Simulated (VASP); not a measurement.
Here is a VASP 6.6.1 calculation.

The input INCAR:

```
PREC = Accurate
ENCUT = 520
EDIFF = 1E-6
ISMEAR = 0
SIGMA = 0.15
LREAL = False
LASPH = True
NELM = 100
ALGO = Fast
ISIF = 2
LWAVE = False
LCHARG = True
GGA = CA
LELF = True
LVHAR = True
NBANDS = 14
```

The input KPOINTS:

```
Automatic mesh
0
Gamma
  16 16 16
```

The input POSCAR:

```
AlAu
1.0
    3.2644934883     -0.3493369416     -0.3493369416
   -0.3493369416      3.2644934883     -0.3493369416
   -0.3493369416     -0.3493369416      3.2644934883
Al Au
1 1
Direct
    0.0000000000      0.0000000000      0.0000000000
    0.5000000000      0.5000000000      0.5000000000
```

Potentials or basis: VASP PAW LDA potentials, release 64 (Al, Au).

Command:

```console
$ cat potpaw_LDA.64/Al/POTCAR potpaw_LDA.64/Au/POTCAR > POTCAR
$ mpirun -np 1 vasp_std > vasp.out
```

Question: What does it give for the band gap on the k mesh?

Answer: None (metal or under the smearing width).

Question: What does it give for the pressure?

Answer: 19.2 GPa.

Stress tensor (GPa, compression positive):
```
19.21 25.22 25.22
25.22 19.21 25.22
25.22 25.22 19.21
```

Caveat: so large a pressure means that the cell lies far from this level's equilibrium, or that cutoff or potentials fall short. The run has no spin-orbit coupling, so splittings on Au are missing.
